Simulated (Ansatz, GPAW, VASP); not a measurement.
**W: 3 runs at one level of theory**

```
W
1.0
    -1.58234    1.58234    1.58234
     1.58234   -1.58234    1.58234
     1.58234    1.58234   -1.58234
W
1
Cartesian
  0.0000 0.0000 0.0000
```

Alike in all runs: task single point; functional RPBE; k mesh 12 × 12 × 12; occupations gaussian, width 0.05 eV; no spin polarisation; no spin-orbit coupling. Pressure is positive in compression and, in plane waves, holds the error of the finite cutoff.

```tsv
program and potentials	plane-wave cutoff (eV)	notes	band gap (eV)	pressure (GPa)
VASP, PBE PAW files W_sv, release 54, 520 eV	520	potentials made for PBE	no gap	10.44
Ansatz, all-electron LAPW, scalar-relativistic	-	-	?	?
GPAW, the program's PAW data sets (release 1.2.1) made for this functional	600	-	no gap	10.05
```

Estimate from the other rows what the run with Ansatz, all-electron LAPW, scalar-relativistic gave.

No band gap; pressure 9.94 GPa. The other rows, which needn't bracket it: pressure 10.05 to 10.44.
